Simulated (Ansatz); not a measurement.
A plane-wave DFT run in Ansatz 0.2.0 (scalar-relativistic PAW potentials unless the input names others): input and command.

```yaml
crystal:
  lattice:
    - [4.0577803793, 0.0, 0.0]
    - [0.0, 4.0577803793, 0.0]
    - [0.0, 0.0, 4.0577803793]
  atoms:
    - { symbol: Ti, position: [0.0, 0.0, 0.0] }
    - { symbol: Al, position: [0.5, 0.5, 0.0] }
    - { symbol: Al, position: [0.5, 0.0, 0.5] }
    - { symbol: Al, position: [0.0, 0.5, 0.5] }
basis:
  ecutwfc: 420
kpoints:
  mp_grid: { grid: [10, 10, 10] }
hamiltonian:
  xc: pbe
scf:
  occupations: { method: gaussian, width: 0.1 }
  algorithm: density_mixing
output:
  forces: true
  eigenvalues: true
  stress: true
accuracy: medium
```

```bash
ansatz run input.yaml --threads 1 --pin off --max-ram 2560MiB --backend cpu --events-out ev --progress --plain --runs-dir out
```

Abridged log:
```
Pseudopotentials: kind: paw
Pseudopotential: Ti, paw, valence charge 12, recommended cutoff 420 eV (normal)
Pseudopotential: Al, paw, valence charge 3, recommended cutoff 420 eV (normal)
Functional definition: PBE
Crystal: 4 atoms, lattice volume = 66.814 Å³
Basis set: ecut = 420 eV, 1309 PW (Γ), exchange–correlation on 60×60×60 points (8 copies of the dense FFT grid, shifted against one another)
Bands: 15, of which v1, the nominal top of the filled ones, is band 11 counted from 1 (10 counted from 0)
Symmetry: 48 space group operations
Space group: Pm-3m (ITA 221), of the structure as read, at distance tolerance 4.1e-5 Å
k-points: 56 of 1000
Initial density: superposition of atomic densities (neutral atoms: chi_scale 0, normalization atom), corrected by the library's trained network
Initial wavefunctions: pseudopotential atomic-orbital guess
Functional: x = pbe(κ = 0.804, μ = 0.21951497), c = pbe(β = 0.06672455)
SCF iter   1: F=—  HF=-4113.587797 eV  |F-HF|=—  |Δ(HF+E_count)|=         —  Δρ=2.06e-3  dr2=5.82e-3  ethr=1.77e-3  ⟨swp⟩=5.5  Hψ=4748  notcnv=0
SCF iter   2: F=—  HF=-4113.587248 eV  |F-HF|=—  |Δ(HF+E_count)|=   5.49e-4  Δρ=1.02e-3  dr2=1.23e-3  ethr=2.77e-5  ⟨swp⟩=1.0  Hψ=1288  notcnv=0
SCF iter   3: F=—  HF=-4113.587195 eV  |F-HF|=—  |Δ(HF+E_count)|=   5.28e-5  Δρ=2.21e-4  dr2=4.81e-5  ethr=5.87e-6  ⟨swp⟩=2.0  Hψ=994  notcnv=0
SCF iter   4: F=—  HF=-4113.587161 eV  |F-HF|=—  |Δ(HF+E_count)|=   3.46e-5  Δρ=4.83e-5  dr2=1.88e-6  ethr=2.29e-7  ⟨swp⟩=2.3  Hψ=1090  notcnv=0
SCF iter   5: F=-4113.587161 eV  HF=-4113.587161 eV  |F-HF|=1.60e-8  |Δ(HF+E_count)|=   2.08e-7  Δρ=8.70e-6  dr2=5.26e-8  ethr=8.97e-9  ⟨swp⟩=2.3  Hψ=1133  notcnv=0
SCF iter   6: F=-4113.587161 eV  HF=-4113.587161 eV  |F-HF|=3.30e-10  |Δ(HF+E_count)|=   4.39e-9  Δρ=1.08e-6  dr2=8.58e-10  ethr=2.51e-10  ⟨swp⟩=2.3  Hψ=2661  notcnv=0
SCF 1 converged in 6 iterations: F = -4113.587161 eV  dr2 = 8.58e-10
SCF converged after 6 iterations
Free energy (F): -4113.587161 eV
Harris-Foulkes:  -4113.587161 eV  (|F-HF|=3.30e-10)
Internal energy: -4113.575217 eV  (E = F + TS)
E sigma→0 (E₀):  -4113.581189 eV
Entropy (-TS):   -0.011944 eV (-2.986 meV/atom)
Fermi energy:    9.585211 eV
--- Forces (eV/Å), atoms counted from 1 ---
  atom   1  Ti     0.00000000     0.00000000     0.00000000
  atom   2  Al     0.00000000     0.00000000     0.00000000
  atom   3  Al     0.00000000     0.00000000     0.00000000
  atom   4  Al     0.00000000     0.00000000     0.00000000
--- Stress (GPa, compression-positive) ---
       -5.486515       0.000000       0.000000
        0.000000      -5.486515       0.000000
        0.000000       0.000000      -5.486515
  P = ⅓ Tr σ = -5.4865 GPa (-54.865 kbar)
```

Apart from outputs and empty bands, the input differs from a reference run on usual settings in scf.algorithm: not typed → "density_mixing"; accuracy: not typed → "medium". The reference, at the same geometry (not necessarily relaxed), gave pressure -5.49 GPa, largest force 0.000 eV/Å, no gap on the mesh. This run converged in 6 SCF iterations (reference: 6) with an energy at zero smearing within 0.01 meV/atom of the reference's, pressure -5.49 GPa, largest force 0.000 eV/Å, no gap on the mesh.

Time: 2.5 s on 1 thread of Arm Neoverse V2, on a shared host, peak memory 0.34 GiB.